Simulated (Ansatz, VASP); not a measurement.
# SiHC: VASP beside Ansatz

```
CELL_PARAMETERS angstrom
3.64393 0.00000 0.00000
-1.82196 3.15573 0.00000
0.00000 0.00000 3.19060
ATOMIC_POSITIONS crystal
Si 0.33333 0.66667 0.00000
H 0.00000 0.00000 0.50000
C 0.66667 0.33333 0.50000
```

Change from the starting cell: species swapped into the TmCuSi type (P-6m2, No. 187).

Alike in both runs: task relaxation of cell and atoms; functional PBE; k mesh 6 × 6 × 6; occupations gaussian, width 0.1 eV; no spin polarisation.

|  | VASP | Ansatz |
| --- | --- | --- |
| version | VASP 6.6.1 | Ansatz 0.2.0 |
| potentials or method | VASP PAW PBE potentials, release 64 (Si, H, C) | scalar-relativistic, plane waves, PAW |
| plane-wave cutoff (eV) | 600 | 420 |
| valence electrons in the cell | 9 | 9 |

VASP gave:

| Quantity | Value |
| --- | --- |
| gap on the k mesh at the Fermi level, each at its own relaxed structure (eV) | none |
| relaxed volume (Å³/atom) | 6.96 |
| relaxed cell length with the largest relative difference (Å) | 2.927 |
| energy change over the relaxation (meV/atom) | -725 |

**Question.** What did Ansatz give for the same quantities?

**Answer.** gap on the k mesh at the Fermi level, each at its own relaxed structure (eV): none; relaxed volume (Å³/atom): 6.93; relaxed cell length with the largest relative difference (Å): 2.923; energy change over the relaxation (meV/atom): -726.

A gap of «none» marks a metal or a gap that the smearing closes.

Caveats: the volume moved by over 15 % at a fixed basis, so the end points are rough (VASP).
